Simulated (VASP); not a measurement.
# SiC: convergence, vacuum levels of a slab or layer

SiC, slab, 8 atoms in the cell. PBE; PAW potentials Si, C (PBE set). VASP 6.6.1.

Wanted: face levels within 0.04 eV; energy within 2 meV/atom; forces within 0.02 eV/Å.

Crystal: SiC, P6_3mc; Face: (0 0 1); Atomic planes: 8; Dipole correction: yes.

Face levels: vacuum level at each face, counted from the Fermi level.

POSCAR of the starting run:
```
SiC
1.0
    3.0910718310      0.0000000000      0.0000000000
   -1.5455359155      2.6769467306      0.0000000000
    0.0000000000      0.0000000000     23.2393998613
Si C
4 4
Direct
    0.6666666700      0.3333333300      0.3498327323
    0.3333333300      0.6666666700      0.4589792272
    0.6666666700      0.3333333300      0.5681257219
    0.3333333300      0.6666666700      0.6772722168
    0.6666666700      0.3333333300      0.4318742781
    0.3333333300      0.6666666700      0.3227277832
    0.6666666700      0.3333333300      0.6501672677
    0.3333333300      0.6666666700      0.5410207728
```

The series start from vacuum (Å): 15; correction: LDIPOL, IDIPOL 3, DIPOL, AMIN 0.01; k spacing (1/Å): 0.3; Cutoff ENCUT (eV): 525; SCF threshold EDIFF (eV): 1e-6; PREC: Accurate; LREAL: .FALSE.; ALGO: Normal. Each series keeps the choices made before it, and each single choice may use up half of a tolerance.

## Vacuum (Å)

| Vacuum (Å) | Face levels, largest deviation (eV) | Energy less reference (meV/atom) | Forces, largest deviation (eV/Å) | SCF iterations | Time (s) |
|---|---|---|---|---|---|
| 6 | 0.193 | -0.5 | 0.059 | 26 | 17 |
| 8 | 0.035 | 0.0 | 0.005 | 26 | 19 |
| 10 | 0.018 | 0.0 | 0.003 | 30 | 22 |
| 12 | 0.004 | 0.0 | 0.001 | 31 | 26 |
| 15 | 0.001 | 0.0 | 0.002 | 39 | 43 |
| 20 | 0.004 | 0.0 | 0.005 | 43 | 47 |
| 25 (reference) | 0.000 | 0.0 | 0.000 | 51 | 67 |

Chosen: 10, the loosest value from which every tighter one stays within half of the tolerance.

## Correction

| Correction | Face levels, largest deviation (eV) | Energy less reference (meV/atom) | Forces, largest deviation (eV/Å) | SCF iterations | Time (s) |
|---|---|---|---|---|---|
| LDIPOL, IDIPOL 3, DIPOL, AMIN 0.01 | 0.000 | 0.0 | 0.000 | 30 | 22 |
| LDIPOL, default AMIN | 0.001 | 0.0 | 0.005 | 31 | 25 |
| LDIPOL, no DIPOL | no result | no result | no result | 150 | 115 |
| IDIPOL 3 alone (energy only) | 0.876 | 2.6 | 0.072 | 31 | 24 |
| kernel truncation, coarsened | 0.027 | 0.1 | 0.012 | 28 | 28 |
| kernel truncation, full padding | 0.016 | 0.1 | 0.001 | 31 | 32 |

Chosen: LDIPOL, IDIPOL 3, DIPOL, AMIN 0.01; no other choice that stays within half of the tolerance saves 30 % of the time.

## k spacing (1/Å)

| k spacing (1/Å) | Face levels, largest deviation (eV) | Energy less reference (meV/atom) | Forces, largest deviation (eV/Å) | SCF iterations | Time (s) |
|---|---|---|---|---|---|
| 0.6 | 0.079 | 34.1 | 0.499 | 29 | 15 |
| 0.45 | 0.023 | 4.6 | 0.113 | 28 | 18 |
| 0.3 | 0.022 | 1.1 | 0.021 | 30 | 22 |
| 0.22 | 0.017 | 0.2 | 0.030 | 25 | 22 |
| 0.16 (reference) | 0.000 | 0.0 | 0.000 | 26 | 38 |

Chosen: 0.16; the next looser run is off by more than half of the tolerance, so convergence isn't shown beyond this value.

## Cutoff ENCUT (eV)

| Cutoff ENCUT (eV) | Face levels, largest deviation (eV) | Energy less reference (meV/atom) | Forces, largest deviation (eV/Å) | SCF iterations | Time (s) |
|---|---|---|---|---|---|
| 320 | 0.012 | -1.9 | 0.022 | 28 | 20 |
| 400 | 0.009 | 0.0 | 0.007 | 26 | 24 |
| 460 | 0.008 | 1.3 | 0.007 | 27 | 30 |
| 525 | 0.010 | 2.2 | 0.007 | 26 | 38 |
| 600 | 0.008 | 1.6 | 0.007 | 27 | 54 |
| 725 (reference) | 0.000 | 0.0 | 0.000 | 26 | 69 |

Chosen: 725; the next looser run is off by more than half of the tolerance, so convergence isn't shown beyond this value.

## SCF threshold EDIFF (eV)

| SCF threshold EDIFF (eV) | Face levels, largest deviation (eV) | Energy less reference (meV/atom) | Forces, largest deviation (eV/Å) | SCF iterations | Time (s) |
|---|---|---|---|---|---|
| 0.001 | 0.221 | 0.2 | 0.084 | 17 | 53 |
| 0.0001 | 0.029 | 0.0 | 0.037 | 23 | 58 |
| 1e-5 | 0.001 | 0.0 | 0.001 | 25 | 64 |
| 1e-6 | 0.000 | 0.0 | 0.001 | 26 | 69 |
| 1e-7 (reference) | 0.000 | 0.0 | 0.000 | 26 | 66 |

Chosen: 1e-5.

## PREC

| PREC | Face levels, largest deviation (eV) | Energy less reference (meV/atom) | Forces, largest deviation (eV/Å) | SCF iterations | Time (s) |
|---|---|---|---|---|---|
| Accurate | 0.000 | 0.0 | 0.000 | 25 | 64 |
| Normal | 0.005 | 0.0 | 0.001 | 25 | 32 |

Chosen: Normal, the fastest of those that stay within half of the tolerance.

## LREAL

| LREAL | Face levels, largest deviation (eV) | Energy less reference (meV/atom) | Forces, largest deviation (eV/Å) | SCF iterations | Time (s) |
|---|---|---|---|---|---|
| .FALSE. | 0.000 | 0.0 | 0.000 | 25 | 32 |
| Auto | 0.000 | -0.3 | 0.027 | 25 | 30 |

Chosen: .FALSE..

## ALGO

| ALGO | Face levels, largest deviation (eV) | Energy less reference (meV/atom) | Forces, largest deviation (eV/Å) | SCF iterations | Time (s) |
|---|---|---|---|---|---|
| Normal | 0.000 | 0.0 | 0.000 | 25 | 32 |
| Fast | 0.013 | 0.0 | 0.007 | 22 | 24 |
| All | 0.027 | 0.0 | 0.011 | 36 | 66 |

Chosen: Fast; it saves 8.4 s of 32, so Normal would do nearly as well.

## All choices together

| Input | Face levels, largest deviation (eV) | Energy less reference (meV/atom) | Forces, largest deviation (eV/Å) | Time (s) |
|---|---|---|---|---|
| starting input without the dipole correction (naive) | 0.882 | 2.2 | 0.064 | 42 |
| chosen settings | 0.019 | 0.0 | 0.002 | 24 |
| reference settings throughout | 0.000 | 0.0 | 0.000 | 324 |

The chosen settings stay within the tolerance of the reference run, but the reference itself isn't shown to be converged in: k spacing (1/Å), Cutoff ENCUT (eV).

Values of the reference run: Face levels: 4.561, 6.552 eV.

## The input

INCAR:
```
  ALGO = Fast
  AMIN = 0.01
  DIPOL = 0.5 0.5 0.5
  EDIFF = 1E-5
  ENCUT = 725
  GGA = PE
  IDIPOL = 3
  ISMEAR = 0
  KPAR = 4
  LASPH = T
  LCHARG = F
  LDIPOL = T
  LREAL = F
  LVACPOTAV = T
  LVHAR = T
  LWAVE = F
  NELM = 150
  PREC = Normal
  SIGMA = 0.1
```

KPOINTS:
```
Automatic mesh
0
Gamma
  15 15 1
  0 0 0
```

POSCAR:
```
SiC
1.0
    3.0910718310      0.0000000000      0.0000000000
   -1.5455359155      2.6769467306      0.0000000000
    0.0000000000      0.0000000000     18.2393998613
Si C
4 4
Direct
    0.6666666700      0.3333333300      0.3086671050
    0.3333333300      0.6666666700      0.4477341278
    0.6666666700      0.3333333300      0.5868011505
    0.3333333300      0.6666666700      0.7258681734
    0.6666666700      0.3333333300      0.4131988495
    0.3333333300      0.6666666700      0.2741318266
    0.6666666700      0.3333333300      0.6913328950
    0.3333333300      0.6666666700      0.5522658722
```

Commands:
```
cat potpaw_PBE.64/Si/POTCAR potpaw_PBE.64/C/POTCAR > POTCAR
mpirun -np 4 vasp_std > vasp.out
```

The chosen input took VASP 6.6.1 24 s on 4 cores (Intel Xeon 6975P-C (Granite Rapids)), a shared host.

## An input that fails: centre for the dipole put into the vacuum's far side

The electronic loop stops at its limit of 150 steps.

Changes against the starting input:
```
- DIPOL = 0.5 0.5 0.5
+ DIPOL = 0.5 0.5 0.0
```
